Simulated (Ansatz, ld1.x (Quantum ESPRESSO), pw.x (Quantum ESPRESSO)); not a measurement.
**Equation-of-state test of one TM potential (Be (Z = 4))**

```
Element                 : beryllium
Generator               : ld1.x (Quantum ESPRESSO) 7.5
Type                    : norm-conserving Troullier–Martins (Kleinman–Bylander form)
Functional              : PBE
Relativity              : scalar-relativistic
Frozen core             : [He]
Valence charge          : 2
Reference configuration : 2s2 2p0
Partial waves           : 2s (bound): rc 1.90 bohr; 2p (bound, empty): rc 3.85 bohr; 3d channel at 0.35 Ry: rc 3.40 bohr
Local potential         : all-electron potential smoothed inside 1.65 bohr (lloc = -1)
Core correction         : a·sin(br)/r model core inside 1.12 bohr
```

Atomic tests: cutoffs needed: 10 Ry and 25 Ry (the cutoffs (Ry, on a coarse ladder) from which the occupation-weighted sum of valence levels, in a spherical-Bessel basis at the reference potential, stays within 10 and 1 mRy of its value at 400 Ry); ghost test: no extra level below or beside the all-electron valence levels (s, p, d, f tested) (spherical-Bessel basis up to 400 Ry, 20 bohr box); largest excitation error: -142 meV (all-electron minus pseudo) for 2s0 2p1, out of 5 test configurations.

Crystal test: bcc Be in pw.x 7.5, no spin, 18³ k-points, Fermi–Dirac smearing 0.01 Ry, cutoffs 50/200 Ry. The lattice is a test structure that the element need not adopt, and mesh and smearing are coarse.

pw.x input:

```
&control
  calculation='scf', prefix='x', pseudo_dir='./', outdir='./tmp', tstress=.true., disk_io='low'
/
&system
  ibrav=0, nat=1, ntyp=1, ecutwfc=50, ecutrho=200, nbnd=8,
  occupations='smearing', smearing='fd', degauss=0.01
/
&electrons
  conv_thr=1e-09, mixing_beta=0.4, electron_maxstep=70
/
ATOMIC_SPECIES
Be 1.0 Be.UPF
CELL_PARAMETERS angstrom
  -1.25045317 1.25045317 1.25045317
  1.25045317 -1.25045317 1.25045317
  1.25045317 1.25045317 -1.25045317
ATOMIC_POSITIONS crystal
Be 0.0000 0.0000 0.0000
K_POINTS automatic
18 18 18 0 0 0
```

```bash
pw.x < Be.scf.in > Be.scf.out
```

Task: How does the run end?

Result: It converges; the pressure is -31.76 GPa against 0.04 GPa from all-electron LAPW. The largest radius (3.85 bohr) exceeds half the bond length (2.05 bohr), so the spheres overlap, which is one possible source of error among others. This is a poor potential for the solid. The log shows:

```
Message from routine setup:
     using ibrav=0 with symmetry is DISCOURAGED, use correct ibrav instead
     lattice parameter (alat)  =       4.0929  a.u.
     unit-cell volume          =      52.7787 (a.u.)^3
     number of electrons       =         2.00
     number of Kohn-Sham states=            8
     kinetic-energy cutoff     =      50.0000  Ry
     charge density cutoff     =     200.0000  Ry
     scf convergence threshold =      1.0E-09
     Exchange-correlation= PBE
     number of k points=   195  Fermi-Dirac smearing, width (Ry)=  0.0100
     iteration #  1     ecut=    50.00 Ry     beta= 0.40
     total energy              =      -2.44179230 Ry
     estimated scf accuracy    <       0.00256467 Ry
     iteration #  2     ecut=    50.00 Ry     beta= 0.40
     total energy              =      -2.44157001 Ry
     estimated scf accuracy    <       0.00089152 Ry
     iteration #  3     ecut=    50.00 Ry     beta= 0.40
     total energy              =      -2.44157734 Ry
     estimated scf accuracy    <       0.00000022 Ry
     iteration #  4     ecut=    50.00 Ry     beta= 0.40
     total energy              =      -2.44157737 Ry
     estimated scf accuracy    <          6.2E-09 Ry
     iteration #  5     ecut=    50.00 Ry     beta= 0.40
     the Fermi energy is     8.6175 ev
!    total energy              =      -2.44157737 Ry
     estimated scf accuracy    <          6.4E-12 Ry
     smearing contrib. (-TS)   =      -0.00056444 Ry
     The total energy is F=E-TS. E is the sum of the following terms:
     one-electron contribution =       1.98957658 Ry
     hartree contribution      =       0.00608051 Ry
     xc contribution           =      -1.35650762 Ry
     ewald contribution        =      -3.08016240 Ry
     convergence has been achieved in   5 iterations
          total   stress  (Ry/bohr**3)                   (kbar)     P=     -317.58
```
